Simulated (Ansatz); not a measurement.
## CuO (Tenorite) under changes of volume

One of the cells (10.135 Å³/atom); the others are scaled copies at fixed shape and fractional positions:

```
Cu O
1.0
     2.34185   -1.71130    0.00000
     2.34185    1.71130    0.00000
    -0.85003    0.00000    5.05787
Cu O
2 2
Direct
  0.50000 0.00000 0.50000
  0.00000 0.50000 0.00000
  0.41840 0.58160 0.75000
  0.58160 0.41840 0.25000
```

```yaml
Program: Ansatz 0.2.0
Functional: PBE
Potentials_or_basis: all-electron LAPW, scalar-relativistic
Cutoff: 439 eV (chosen from the basis error)
Basis_error_allowed: 0.001 eV/atom
k_mesh: 10 × 10 × 5
Occupations: fermi-dirac, width 0.05 eV
Spin: no spin polarisation
```

```csv
volume (Å³/atom),energy over the lowest point (meV/atom),pressure (GPa),largest force (eV/Å)
9.527,50.99,19.1,0.045
9.730,30.09,14.1,0.123
9.932,15.14,9.7,0.194
10.135,5.50,5.7,0.259
10.338,?,?,?
10.540,0.00,-1.0,0.374
10.743,3.20,-3.9,0.424
```

What does the run at 10.338 Å³/atom give?

Energy over the lowest point 0.62 meV/atom; pressure 2.1 GPa; largest force 0.319 eV/Å.

Worked out: A Birch-Murnaghan fit of order 3 (a polynomial in V^(-2/3)) to the other rows has its minimum at 10.47 Å³/atom with B0 = V·E''(V) = 162 GPa and B' = 4.6 at fixed shape and positions, which overstates the stiffness. It gives 0.61 meV/atom at 10.338 Å³/atom, against the run's 0.62, and -dE/dV = 2.1 GPa, against 2.1.

Energies are extrapolated to zero smearing.

Caveats: the run has no spin polarisation, though such a crystal can be magnetic.
